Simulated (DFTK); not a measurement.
BN, 4 atoms in the cell. It takes space group P6_3mc (No. 186, hexagonal). Conventional cell: a = 2.554 Å, b = 2.554 Å, c = 4.227 Å, α = 90.00°, β = 90.00°, γ = 120.00°. Around N (site symmetry 3m) lie 4 B at 1.57 to 1.58 Å. Around B (site symmetry 3m) lie 4 N at 1.57 to 1.58 Å. Measurements of this composition are mostly on another form, of space group No. 194.

```yaml
Program: DFTK 0.8.2
Task: equation of state
Functional: PBE
Potentials_or_basis: dojo.nc.sr.pbe.v0_4_1.standard.upf (PBE)
Cutoff: 1143 eV
k_mesh: 12 × 12 × 6
Occupations: fermi-dirac, width 0.05 eV
Spin: no spin polarisation
Valence_electrons: B 3, N 5
Volume_scales: "[0.94, 0.96, 0.98, 1.0, 1.02, 1.04, 1.06]"
SCF_tolerance_on_the_density: 1e-06
```

Potentials or basis: dojo.nc.sr.pbe.v0_4_1.standard.upf (PBE).

The run is started by

```console
$ julia --threads=1 run.jl  # save.jl only writes the numbers to a file and isn't shown; printed stress counts tension as positive; times include loading and compiling
```

Hardware: 1 thread of Intel(R) Xeon(R) 6975P-C (Granite Rapids) (shared host).

How long does it take, and how much memory?

It took 13 min on 1 thread of Intel(R) Xeon(R) 6975P-C (Granite Rapids), on a shared host, peak memory 2.2 GiB. Counts: scf iterations 73, bands 13.
